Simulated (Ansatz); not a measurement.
## Ligand exchange: C3H6O + GeH2(CH3)I → C2H3IO + GeH2(CH3)2

Species: C3H6O (acetone) `CC(C)=O`, singlet; GeH2(CH3)I, singlet; C2H3IO (acetyl iodide) `CC(=O)I`, singlet; GeH2(CH3)2, singlet. The partners trade CH3 for I: C–CH3 and Ge–I bonds give way to C–I and Ge–CH3.

Shapes, held fixed at every level: PBE0-D4/def2-TZVP. Programs: Ansatz 0.2.0. The zero-point and thermal change to 298 K, harmonic and unscaled (PBE0-D4/def2-TZVP), is -4.2 kJ/mol.

Task: Estimate ΔH(298 K) of this reaction.

Result: The highest level, CCSD(T)/def2-TZVPP, gives ΔH(298 K) = +84.0 kJ/mol; the levels span +82.7 to +125.5. The column of differences is taken from that level and isn't an error. No measured value is set beside it here. For atoms past krypton def2 sets carry core potentials with scalar relativity. Relativity is left out for Ge unless named. Correlated rows may include outer-core shells of Ge, I, which these sets cover unevenly.

```json
{"level": "HF/def2-TZVPP", "kind": "Hartree–Fock", "ΔH(298 K) (kJ/mol)": "+125.5", "less CCSD(T)/def2-TZVPP": "+41.5"}
{"level": "B3LYP-D4/def2-TZVPP", "kind": "global hybrid", "ΔH(298 K) (kJ/mol)": "+82.7", "less CCSD(T)/def2-TZVPP": "-1.3"}
{"level": "PBE0-D4/def2-TZVPP", "kind": "global hybrid", "ΔH(298 K) (kJ/mol)": "+89.2", "less CCSD(T)/def2-TZVPP": "+5.2"}
{"level": "B2PLYP/def2-TZVPP", "kind": "double hybrid", "ΔH(298 K) (kJ/mol)": "+83.5", "less CCSD(T)/def2-TZVPP": "-0.5"}
{"level": "MP2/def2-SVP", "kind": "perturbation theory", "ΔH(298 K) (kJ/mol)": "+94.0", "less CCSD(T)/def2-TZVPP": "+10.0"}
{"level": "CCSD(T)/def2-SVP", "kind": "coupled cluster or CI", "ΔH(298 K) (kJ/mol)": "+97.9", "less CCSD(T)/def2-TZVPP": "+13.9"}
{"level": "CCSD/def2-SVP", "kind": "coupled cluster or CI", "ΔH(298 K) (kJ/mol)": "+105.2", "less CCSD(T)/def2-TZVPP": "+21.2"}
{"level": "CCSD(T)/def2-TZVPP", "kind": "coupled cluster or CI", "ΔH(298 K) (kJ/mol)": "+84.0", "less CCSD(T)/def2-TZVPP": "0.0"}
```

The exchange is clearly endothermic at every level, so enthalpy favours iodine on germanium and methyl on the acyl carbon. Germanium is more electropositive than carbon and forms a polar, fairly strong bond to iodine. In acetyl iodide the diffuse iodine 5p orbital overlaps poorly with the compact carbon valence orbitals, and iodine donates little π density to the carbonyl group. Giving up a strong C–C bond for a Ge–C bond adds to the cost.

Hartree–Fock gets the sign right but exaggerates the penalty, which suggests that correlation stabilises the products more, probably in large part through the polarisable iodine next to the acyl group. Enlarging the basis lowers the CCSD(T) value from +97.9 to +84.0 kJ/mol, so the direction is secure but the last few kJ/mol are not. The lower MP2 value in the small basis therefore isn't evidence that MP2 treats correlation better than CCSD(T). The enthalpy supports methyl transfer from germanium to acetyl iodide as the downhill direction, but says nothing about its barrier.
